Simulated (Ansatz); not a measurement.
# SiC: how the settings move a single-point run

How sensitive is a single-point run of SiC to its settings? A reference run comes first, then three runs with altered input. The cell is built on a prototype (rocksalt) and needn't be the phase found in nature.

Method: reference: DFT, HSE06, plane waves, PAW, in Ansatz 0.2.0.

6 further runs of the same task are left out: 1 for a known fault of the program, 5 that didn't finish.

**1. The structure to begin with**

Symmetry: Fm-3m, No. 225, cubic system. The conventional cell has a = 4.028 Å, b = 4.028 Å, c = 4.028 Å, α = 90.00°, β = 90.00°, γ = 90.00°. Si (site symmetry m-3m) has 6 C at 2.01 Å as nearest neighbours. Around C (site symmetry m-3m) lie 6 Si at 2.01 Å.

Structure file:

```cif
data_structure
_symmetry_space_group_name_H-M 'Fm-3m'
_symmetry_Int_Tables_number 225
_cell_length_a 4.0277
_cell_length_b 4.0277
_cell_length_c 4.0277
_cell_angle_alpha 90.000
_cell_angle_beta 90.000
_cell_angle_gamma 90.000
_cell_volume 65.34
loop_
_atom_site_label
_atom_site_type_symbol
_atom_site_symmetry_multiplicity
_atom_site_Wyckoff_symbol
_atom_site_fract_x
_atom_site_fract_y
_atom_site_fract_z
_atom_site_occupancy
Si1 Si 4 a 0.00000 0.00000 0.00000 1
C1 C 4 b 0.50000 0.00000 0.00000 1
```

**2. The reference run**

File input.yaml:

```yaml
crystal:
  lattice:
    - [0.0, 2.0138687949, 2.0138687949]
    - [2.0138687949, 0.0, 2.0138687949]
    - [2.0138687949, 2.0138687949, 0.0]
  atoms:
    - { symbol: Si, position: [0.0, 0.0, 0.0] }
    - { symbol: C, position: [0.5, 0.5, 0.5] }
kpoints:
  mp_grid: { grid: [6, 6, 6] }
hamiltonian:
  xc: hse06
scf:
  occupations: { method: fermi_dirac, width: 0.02 }
  n_extra_bands: 4
output:
  forces: true
  stress: true
  eigenvalues: true
```

Run with:

```sh
> ansatz run input.yaml --threads 4 --pin off --max-ram 3686MiB --backend cpu --events-out ev --progress --plain --runs-dir out
```

**3. Variant: q_mesh [1, 1, 1]**

Edit input.yaml of step 2 so:

```diff
@@ -15,2 +15,3 @@
   n_extra_bands: 4
+  exx: { q_mesh: [1, 1, 1] }
 output:
```

**4. Variant: q_mesh [2, 2, 2]**

Edit input.yaml of step 2 so:

```diff
@@ -15,2 +15,3 @@
   n_extra_bands: 4
+  exx: { q_mesh: [2, 2, 2] }
 output:
```

**5. Changed: exchange pbe, correlation pbe, coeff 0.05**

Edit input.yaml of step 2 so:

```diff
@@ -11,3 +11,3 @@
 hamiltonian:
-  xc: hse06
+  xc: { exchange: pbe, correlation: pbe, exx: { coeff: 0.05 } }
 scf:
```

What does the calculation give? Wanted: for each run, ending; energy change; pressure; gap; force.

The runs gave:

```csv
run,ending,energy change,pressure (GPa),gap (eV),force (eV/Å),cycles,time
reference,converged,-,-3.0,0.00,0.00,12,2.4 s
"1: q_mesh [1, 1, 1]",converged,-,-3.0,0.00,0.00,12,2.4 s
"2: q_mesh [2, 2, 2]",converged,-,-3.0,0.00,0.00,12,2.4 s
"3: exchange pbe, correlation pbe, coeff 0.05",converged,not comparable,3.3,0.00,0.00,12,2.2 s
```

Residual by cycle in the longest SCF loop of each run; runs are numbered as in the table. The quantity is the density residual dr2, in eV.

```csv
cycle,reference,run 1,run 2,run 3
1,0.0181,0.0181,0.0181,0.017
2,4.8e-4,4.8e-4,4.8e-4,4.4e-4
3,3.6e-5,3.6e-5,3.6e-5,3.1e-5
4,6.2e-7,6.2e-7,6.2e-7,5.6e-7
5,2.1e-8,2.1e-8,2.1e-8,2.1e-8
```

The totals of these runs aren't set against each other here.
